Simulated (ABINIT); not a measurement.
# Zr (P6_3/mmc) in ABINIT: a series of runs

The runs below take Zr through relaxation of cell and atoms, single point, with PBE.

Everything below comes from runs of ABINIT 10.8.3 (patched build). Logs are shortened: lines on timing, memory, paths and dates and some standing lists are left out, and cuts for length are marked. The log counts tension as positive stress, the text compression.

## 1. The crystal as given

Symmetry: P6_3/mmc, No. 194, hexagonal system. The conventional cell has a = 3.232 Å, b = 3.232 Å, c = 5.147 Å, α = 90.00°, β = 90.00°, γ = 120.00°. Zr (site symmetry -6m2) has 12 Zr at 3.18 to 3.23 Å as nearest neighbours.

## 2. Relaxation of cell and atoms, PBE

The input, run.abi:

```
# Pseudopotentials
pp_dirpath "./"
pseudos "Zr.upf"

# Structure
acell 3*1.0
rprim
     6.1075948348     0.0000000000     0.0000000000
    -3.0537974174     5.2893322829     0.0000000000
     0.0000000000     0.0000000000     9.7264203634
ntypat 1
znucl 40
natom 2
typat 1 1
chkprim 0
chksymtnons 0
tolsym 1.0e-6
xred
            2/3            1/3            3/4
            1/3            2/3            1/4

# Plane-wave basis
ecut 33.0
ecutsm 0.5

# k points
kptopt 1
ngkpt 7 7 4
nshiftk 1
shiftk 0.0 0.0 0.0

# Exchange and correlation
ixc 11

# Bands and occupations
nband 16
occopt 3
tsmear 0.00183747

# SCF cycle
nstep 80
tolvrs 1.0e-12

# Output
iomode 3
prteig 0
prtebands 0
prtwf 0
prtden 0

# Relaxation
ionmov 2
optcell 2
ntime 50
tolmxf 2.0e-5
dilatmx 1.08
```

Potentials or basis: PseudoDojo NC SR PBE v0.4.1 standard.

The run is started by

```console
> mpirun --bind-to none -np 4 abinit run.abi > log 2>&1
```

run.abo:

```text
.Version 10.8.3 of ABINIT
 Symmetries : space group P6_3/m m c (#194); Bravais hP (primitive hexag.)
================================================================================
 Values of the parameters that define the memory need of the present run
     intxc =       0    ionmov =       2      iscf =       7    lmnmax =       6
     lnmax =       6     mgfft =      60  mpssoang =       3    mqgrid =    3001
     natom =       2  nloc_mem =       1    nspden =       1   nspinor =       1
    nsppol =       1      nsym =      24    n1xccc =    2501    ntypat =       1
    occopt =       3   xclevel =       2
       mpw =        3615          nfft =       77760          nkpt =          24
================================================================================
================================================================================

--------------------------------------------------------------------------------
------------- Echo of variables that govern the present computation ------------
--------------------------------------------------------------------------------
 -outvars: echo values of preprocessed input variables --------
            acell      1.0000000000E+00  1.0000000000E+00  1.0000000000E+00 Bohr
              amu      9.12240000E+01
          chkprim           0
      chksymtnons           0
          dilatmx      1.08000000E+00
             ecut      3.30000000E+01 Hartree
           ecutsm      5.00000000E-01 Hartree
           ionmov           2
              ixc          11
         kptrlatt        7    0    0      0    7    0      0    0    4
          kptrlen      3.89056815E+01
            natom           2
            nband          16
            ngfft          36      36      60
             nkpt          24
            nstep          80
             nsym          24
            ntime          50
           ntypat           1
           occopt           3
          optcell           2
           prtden           0
        prtebands           0
           prteig           0
            prtwf           0
            rprim      6.1075948348E+00  0.0000000000E+00  0.0000000000E+00
                      -3.0537974174E+00  5.2893322829E+00  0.0000000000E+00
                       0.0000000000E+00  0.0000000000E+00  9.7264203634E+00
          spgroup         194
           tolmxf      2.00000000E-05
           tolsym      1.00000000E-06
           tolvrs      1.00000000E-12
           tsmear      1.83747000E-03 Hartree
            typat      1  1
           xangst      1.6159999989E+00  9.3299803437E-01  3.8602499974E+00
                      -5.9804013553E-17  1.8659960687E+00  1.2867499991E+00
            xcart      3.0537974174E+00  1.7631107610E+00  7.2948152726E+00
                      -1.1301320684E-16  3.5262215219E+00  2.4316050909E+00
             xred      6.6666666667E-01  3.3333333333E-01  7.5000000000E-01
                       3.3333333333E-01  6.6666666667E-01  2.5000000000E-01
            znucl       40.00000

================================================================================

 chkinp: Checking input parameters for consistency.

================================================================================
== DATASET  1 ==================================================================

--- !DatasetInfo
iteration_state: {dtset: 1, }
dimensions: {natom: 2, nkpt: 24, mband: 16, nsppol: 1, nspinor: 1, nspden: 1, mpw: 3615, }
cutoff_energies: {ecut:  33.0, pawecutdg:  -1.0, }
electrons: {nelect:   2.40000000E+01, charge:   0.00000000E+00, occopt:   3.00000000E+00, tsmear:   1.83747000E-03, }
meta: {optdriver: 0, ionmov: 2, optcell: 2, iscf: 7, paral_kgb: 0, }
...

 Exchange-correlation functional for the present dataset will be:
  GGA: Perdew-Burke-Ernzerhof functional - ixc=11
  J.P.Perdew, K.Burke, M.Ernzerhof, PRL 77, 3865 (1996)

 Real(R)+Recip(G) space primitive vectors, cartesian coordinates (Bohr,Bohr^-1):
 R(1)=  6.1075948  0.0000000  0.0000000  G(1)=  0.1637306  0.0945299  0.0000000
 R(2)= -3.0537974  5.2893323  0.0000000  G(2)=  0.0000000  0.1890598  0.0000000
 R(3)=  0.0000000  0.0000000  9.7264204  G(3)=  0.0000000  0.0000000  0.1028127
 Unit cell volume ucvol=  3.1421297E+02 bohr^3
 Angles (23,13,12)=  9.00000000E+01  9.00000000E+01  1.20000000E+02 degrees

 getcut: wavevector=  0.0000  0.0000  0.0000  ngfft=  36  36  60
         ecut(hartree)=     38.491   => boxcut(ratio)=   2.11051

--- Pseudopotential description ------------------------------------------------
- pspini: atom type   1  psp file is ./Zr.upf
  40.00000  12.00000  171031                  znucl, zion, pspdat
12 -101130 2 -1 1622                          pspcod,pspxc,lmax,lloc,mmax
     nproj     2     2     2

   9.02339628E+02                                ecore*ucvol(ha*bohr**3)
--------------------------------------------------------------------------------

================================================================================

=== [ionmov= 2] Broyden-Fletcher-Goldfarb-Shanno method (forces)
================================================================================

--- Iteration: ( 1/50) Internal Cycle: (1/1)
--------------------------------------------------------------------------------

---SELF-CONSISTENT-FIELD CONVERGENCE--------------------------------------------

--- !BeginCycle
iteration_state: {dtset: 1, itime: 1, icycle: 1, }
solver: {iscf: 7, nstep: 80, nline: 4, wfoptalg: 0, }
tolerances: {tolvrs: 1.00E-12, }
...

     iter   Etot(hartree)      deltaE(h)  residm     vres2
 ETOT  1  -101.18582309990    -1.012E+02 8.406E-02 2.748E+01
 ETOT  2  -101.24187299869    -5.605E-02 1.349E-02 7.929E-01
 ETOT  3  -101.24204045468    -1.675E-04 1.484E-03 6.799E-03
 ETOT  4  -101.24204394462    -3.490E-06 1.372E-03 1.150E-04
 ETOT  5  -101.24204423891    -2.943E-07 1.108E-03 1.410E-05
 ETOT  6  -101.24204428319    -4.428E-08 3.551E-04 1.532E-07
 ETOT  7  -101.24204429034    -7.143E-09 3.071E-04 3.230E-09
 ETOT  8  -101.24204429164    -1.306E-09 3.192E-04 7.028E-10
 ETOT  9  -101.24204429189    -2.493E-10 2.528E-04 9.784E-11
 ETOT 10  -101.24204429194    -4.741E-11 2.413E-04 6.103E-12
 ETOT 11  -101.24204429195    -9.166E-12 1.783E-04 9.100E-14
[... 528 lines left out ...]
 Gradient of E wrt nuclear positions in reduced coordinates (gred)
  2.01948391736579E-28 -2.69264522315439E-28 -0.00000000000000E+00
 -2.01948391736579E-28  2.69264522315439E-28 -0.00000000000000E+00
 Scale of Primitive Cell (acell) [bohr]
  6.12283760313944E+00  6.12283760308785E+00  9.74404895011407E+00
 Real space primitive translations (rprimd) [bohr]
  6.12283760313944E+00  0.00000000000000E+00  0.00000000000000E+00
 -3.06141880156972E+00  5.30253290750580E+00  0.00000000000000E+00
  0.00000000000000E+00  0.00000000000000E+00  9.74404895011407E+00
 Unitary Cell Volume (ucvol) [Bohr^3]=  3.16355631764072E+02
 Angles (23,13,12)= [degrees]
  9.00000000000000E+01  9.00000000000000E+01  1.20000000000279E+02
 Lengths [Bohr]
  6.12283760313944E+00  6.12283760308785E+00  9.74404895011407E+00
 Stress tensor in cartesian coordinates (strten) [Ha/bohr^3]
  8.34461183346624E-08  0.00000000000000E+00  0.00000000000000E+00
  0.00000000000000E+00  8.34463209139352E-08  0.00000000000000E+00
  0.00000000000000E+00  0.00000000000000E+00  1.10139720932087E-07
 Total energy (etotal) [Ha]= -1.01242067551970E+02

 Difference of energy with previous step (new-old):
           Absolute (Ha)=-4.36708E-09
           Relative     =-4.31350E-11

 At Broyd/MD step   6, gradients are converged :
  max grad (force/stress) = 1.1014E-05 < tolmxf= 2.0000E-05 ha/bohr (free atoms)

================================================================================

 ----iterations are completed or convergence reached----

 Mean square residual over all n,k,spin=   77.422E-11; max=  14.929E-08
 reduced coordinates (array xred) for    2 atoms
       0.666666666667      0.333333333333      0.750000000000
       0.333333333333      0.666666666667      0.250000000000
 rms dE/dt=  1.9817E-28; max dE/dt=  2.6926E-28; dE/dt below (all hartree)
    1       0.000000000000     -0.000000000000      0.000000000000
    2      -0.000000000000      0.000000000000      0.000000000000

 cartesian coordinates (angstrom) at end:
    1      1.62003306172162     0.93532652427056     3.86724648211917
    2     -0.00000000000000     1.87065304854113     1.28908216070639

 cartesian forces (hartree/bohr) at end:
    1     -0.00000000000000     0.00000000000000    -0.00000000000000
    2      0.00000000000000    -0.00000000000000    -0.00000000000000
 frms,max,avg= 2.6426936E-29 3.2982810E-29   0.000E+00  0.000E+00  0.000E+00 h/b

 cartesian forces (eV/Angstrom) at end:
    1     -0.00000000000000     0.00000000000000    -0.00000000000000
    2      0.00000000000000    -0.00000000000000    -0.00000000000000
 frms,max,avg= 1.3589277E-27 1.6960443E-27   0.000E+00  0.000E+00  0.000E+00 e/A
 length scales=  6.122837603139  6.122837603088  9.744048950114 bohr
              =  3.240066123443  3.240066123416  5.156328642826 angstroms
 Fermi (or HOMO) energy (hartree) =   0.39856   Average Vxc (hartree)=  -0.41484
 Eigenvalues (hartree) for nkpt=  24  k points:
 kpt#   1, nband= 16, wtk=  0.00510, kpt=  0.0000  0.0000  0.0000 (reduced coord)
  -1.39926   -1.39372   -0.60981   -0.57848   -0.57848   -0.57360   -0.57337   -0.57337
   0.18877    0.28541    0.42767    0.42767    0.43343    0.43823    0.45299    0.45299
      occupation numbers for kpt#   1
   2.00000    2.00000    2.00000    2.00000    2.00000    2.00000    2.00000    2.00000
   2.00000    2.00000    0.00000    0.00000    0.00000    0.00000    0.00000    0.00000
 prteigrs : prtvol=0 or 1, do not print more k-points.

--- !EnergyTerms
iteration_state     : {dtset: 1, itime: 6, icycle: 1, }
comment             : Components of total free energy in Hartree
kinetic             :  2.88616673244050E+01
hartree             :  1.37646826347863E+01
xc                  : -2.00227944979249E+01
Ewald energy        : -7.68939203797547E+01
psp_core            :  2.85229512982864E+00
local_psp           : -6.04094808703345E+01
non_local_psp       :  1.06062692510947E+01
internal            : -1.01241281407900E+02
'-kT*entropy'       : -7.86144070587272E-04
total_energy        : -1.01242067551970E+02
total_energy_eV     : -2.75493700449836E+03
band_energy         : -9.98047589549509E+00
...

 Cartesian components of stress tensor (hartree/bohr^3)
  sigma(1 1)=  8.34461183E-08  sigma(3 2)=  0.00000000E+00
  sigma(2 2)=  8.34463209E-08  sigma(3 1)=  0.00000000E+00
  sigma(3 3)=  1.10139721E-07  sigma(2 1)=  0.00000000E+00

-Cartesian components of stress tensor (GPa)         [Pressure= -2.7169E-03 GPa]
- sigma(1 1)=  2.45506956E-03  sigma(3 2)=  0.00000000E+00
- sigma(2 2)=  2.45507552E-03  sigma(3 1)=  0.00000000E+00
- sigma(3 3)=  3.24042246E-03  sigma(2 1)=  0.00000000E+00

== END DATASET(S) ==============================================================
================================================================================

 -outvars: echo values of variables after computation  --------
            acell      6.1228376031E+00  6.1228376031E+00  9.7440489501E+00 Bohr
           etotal     -1.0124206755E+02
            fcart     -3.2982810394E-29  3.1737724100E-29 -0.0000000000E+00
                       3.2982810394E-29 -3.1737724100E-29 -0.0000000000E+00
            rprim      1.0000000000E+00  0.0000000000E+00  0.0000000000E+00
                      -5.0000000000E-01  8.6602540378E-01  0.0000000000E+00
                       0.0000000000E+00  0.0000000000E+00  1.0000000000E+00
           strten      8.3446118335E-08  8.3446320914E-08  1.1013972093E-07
                       0.0000000000E+00  0.0000000000E+00  0.0000000000E+00
           xangst      1.6200330617E+00  9.3532652427E-01  3.8672464821E+00
                      -5.9953266859E-17  1.8706530485E+00  1.2890821607E+00
             xred      6.6666666667E-01  3.3333333333E-01  7.5000000000E-01
                       3.3333333333E-01  6.6666666667E-01  2.5000000000E-01
 Calculation completed.
```

Wall time 32 s (4 MPI ranks of Intel Xeon 6975P-C (Granite Rapids), shared host); peak memory 0.32 GiB.

Results:

```
Free energy                            : -2754.9370 eV
Relaxed volume                         : 23.44 Å³/atom
Relaxed cell                           : a = 3.240 Å, b = 3.240 Å, c = 5.156 Å, α = 90.00°, β = 90.00°, γ = 120.00°
Space group after relaxing (to 0.05 Å) : P6_3/mmc (No. 194)
Energy gained by relaxing              : 0.3 meV/atom
Ionic steps                            : 6
Pressure after relaxing                : 0.0 GPa
Band gap on the k mesh                 : none (metal or under the smearing width)
```

Step by step:
| step | energy change (eV) | largest force (eV/Å) | pressure (GPa) | volume (Å³) |
| --- | --- | --- | --- | --- |
| 1 | 0.0000 | 0.0000 | 0.64 | 46.56 |
| 2 | -0.0003 | 0.0000 | 0.45 | 46.65 |
| 3 | -0.0006 | 0.0000 | 0.00 | 46.88 |
| 4 | -0.0006 | 0.0000 | 0.00 | 46.88 |
| 5 | -0.0006 | 0.0000 | -0.01 | 46.88 |
| 6 | -0.0006 | 0.0000 | 0.00 | 46.88 |

Final structure:
```yaml
crystal:
  lattice:
    - [3.24007, 0.00000, 0.00000]
    - [-1.62003, 2.80598, 0.00000]
    - [0.00000, 0.00000, 5.15633]
  atoms:
    - { symbol: Zr, position: [0.66667, 0.33333, 0.75000] }
    - { symbol: Zr, position: [0.33333, 0.66667, 0.25000] }
```

PBE usually gives volumes a little too large and moduli too small. Zero-point motion and thermal expansion aren't in these numbers.

## 3. Single point, PBE (cell relaxed)

The input, run.abi:

```
# Pseudopotentials
pp_dirpath "./"
pseudos "Zr.upf"

# Structure
acell 3.24006613 3.2400661201 5.15632865 Angstrom
rprim
     1.0000000000     0.0000000000     0.0000000000
    -0.5000000000     0.8660254038     0.0000000000
     0.0000000000     0.0000000000     1.0000000000
ntypat 1
znucl 40
natom 2
typat 1 1
xred
     0.6666666700     0.3333333300     0.7500000000
     0.3333333300     0.6666666700     0.2500000000
chkprim 0
chksymtnons 0
tolsym 1.0e-6

# Plane-wave basis
ecut 33.0

# k points
kptopt 1
ngkpt 7 7 4
nshiftk 1
shiftk 0.0 0.0 0.0

# Exchange and correlation
ixc 11

# Bands and occupations
nband 16
occopt 3
tsmear 0.05 eV

# SCF cycle
nstep 100
tolvrs 1.0e-10

# Output
iomode 3
prtwf 0
prteig 0
prtebands 0
enunit 2
prtden 1
prtvha 1
prtvclmb 1
prtpot 1
prtelf 1
```

Potentials or basis: PseudoDojo NC SR PBE v0.4.1 standard.

The run is started by

```console
> mpirun --bind-to none -np 4 abinit run.abi > log 2>&1
```

It took 5.2 s on 4 MPI ranks of Intel Xeon 6975P-C (Granite Rapids), shared host; peak memory 0.28 GiB.

It converged, with:

- Free energy: -2754.9370 eV
- Pressure: 0.0 GPa
- Band gap on the k mesh: none (metal or under the smearing width)
- Valence electrons inside the program's atomic spheres: Zr 8.40 (radii [1.0584] Å)

Levels at points of the mesh, in eV from the Fermi level:
```tsv
k point	band 10	band 11	band 12	band 13	band 14	band 15
(0.00, 0.00, 0.00)	-3.08	0.79	0.79	0.95	1.08	1.48
(0.00, 0.00, 0.50)	-4.01	-0.02	-0.02	0.70	0.70	0.70
```
